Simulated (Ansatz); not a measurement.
## ZnTe: response to strain

The reference is ZnTe in the zinc blende structure (space group F-43m, No. 216).

```
ZnTe
1.0
    0.00000     3.08955     3.08955
    3.08955     0.00000     3.08955
    3.08955     3.08955     0.00000
Te Zn
1 1
Direct
  0.75000   0.75000   0.75000
  0.00000   0.00000   0.00000
```

Cartesian axes are those of the cell as printed.

Strains are applied to the cell and any free atomic positions relax; under biaxial strain the out-of-plane vector relaxes too; under stress the whole cell relaxes.

Method: Ansatz (a quantum-chemistry and plane-wave program) PBE, without spin-orbit coupling.

Notes on the quantities. energy relative to the base: free energy F; pressure: mean of the normal stresses, compression positive.

| case | band gap | energy relative to the base | shortest interatomic distance | space group | pressure |
|---|---|---|---|---|---|
| base | 1.08 eV | 0 meV/atom | 2.676 Å | F-43m (No. 216) | 0.00 GPa |
| biaxial strain −1.00 %, plane normal [111], relaxed out of plane | 1.11 eV | +1.8 meV/atom | 2.660 Å | R3m (No. 160) | 0.65 GPa |
| isotropic strain −0.73 % | 1.18 eV | +2.0 meV/atom | 2.656 Å | F-43m (No. 216) | 1.00 GPa |
| tensor shear ε_xz = +1.32 % | 0.99 eV | +1.9 meV/atom | 2.667 Å | Imm2 (No. 44) | 0.01 GPa |
| uniaxial stress, 3 GPa compression along x | 0.88 eV | +30 meV/atom | 2.662 Å | I-4m2 (No. 119) | – |
| tensor shear ε_xy = −1.56 % | 0.98 eV | +2.7 meV/atom | 2.665 Å | Imm2 (No. 44) | 0.02 GPa |

With Te present, leaving out spin-orbit coupling can change the band edges. Stability under load was not tested beyond the relaxation.
